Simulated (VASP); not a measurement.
Set up this calculation in VASP 6.6.1, as an ASE script.

* Task: relaxation of cell and atoms
* Functional: BLYP
* Potentials or basis: VASP PAW PBE potentials, release 54 (Ni, O)
* Cutoff: 580 eV
* k mesh: 11 × 11 × 11
* Occupations: tetrahedron
* Spin: collinear spin, program default start
* Starting moments: [1.0, 1.0] μB
* Optimiser: BFGS
* Further INCAR settings: ALGO = Normal; EDIFF = 1.00e-06

The structure of NiO lies in POSCAR:

```
NiO
1.0
    0.0000000000      2.0859016414      2.0859016414
    2.0859016414      0.0000000000      2.0859016414
    2.0859016414      2.0859016414      0.0000000000
Ni O
1 1
Direct
    0.0000000000      0.0000000000      0.0000000000
    0.5000000000      0.5000000000      0.5000000000
```

These files were run (other wordings do the same):

run.py

```python
from ase.calculators.vasp import Vasp
from ase.filters import FrechetCellFilter
from ase.io import read
from ase.optimize import BFGS

atoms = read('POSCAR')
calc = Vasp(
    directory='calc',
    xc='blyp',
    pp='PBE',
    setups='minimal',
    pp_version='54',
    prec='Accurate',
    encut=580,
    ediff=1e-06,
    ismear=-5,
    sigma=0.05,
    lreal=False,
    lasph=True,
    nelm=120,
    algo='Normal',
    isif=2,
    lwave=False,
    lcharg=False,
    ispin=2,
    lorbit=11,
    lmaxmix=4,
    kpts=[11, 11, 11],
    gamma=True,
)
atoms.calc = calc
opt = BFGS(FrechetCellFilter(atoms), trajectory='relax.traj')
converged = opt.run(fmax=0.02, steps=40)
print('converged:', converged)

print('energy (eV):', atoms.get_potential_energy())
print('free energy (eV):', atoms.get_potential_energy(force_consistent=True))
print('forces (eV/A):')
print(atoms.get_forces())
print('stress (eV/A^3, Voigt):', atoms.get_stress())
print('Fermi level (eV):', calc.get_fermi_level())
print('moment (muB):', atoms.get_magnetic_moment())
print('site moments (muB):', atoms.get_magnetic_moments())
print('cell (A, degrees):', atoms.cell.cellpar())
print('volume (A^3):', atoms.get_volume())
print('scaled positions:')
print(atoms.get_scaled_positions())
```

Potentials or basis: VASP PAW PBE potentials, release 54 (Ni, O).

The run is started by

```sh
$ python run.py
```

It gave:

- Relaxed volume: 9.81 Å³/atom
- Relaxed cell: a = 3.028 Å, b = 3.028 Å, c = 3.028 Å, α = 60.00°, β = 60.00°, γ = 60.00°
- Space group after relaxing (to 0.05 Å): Fm-3m (No. 225)
- Energy gained by relaxing: 28.7 meV/atom
- Ionic steps: 4
- Pressure after relaxing: 0.0 GPa
- Band gap on the k mesh: none (metal or under the smearing width)
- Net moment: 1.92 μB per cell
- Site moments: Ni +1.54; O +0.32 μB
- Valence electrons inside the program's atomic spheres: Ni 8.87; O 4.96

Caveat: the PAW data sets were made with another functional, which shifts forces and pressure a little; a cell with one magnetic atom can't hold antiferromagnetic order, which such compounds often take; semilocal functionals often make such compounds metallic where correlation or magnetic order opens a gap, which also shifts bond lengths; tetrahedron occupations give inexact forces and stress in metals.

Wall time 2.2 min on 1 thread of Intel(R) Xeon(R) Platinum 8488C (Sapphire Rapids), on a shared host, peak memory 0.16 GiB.
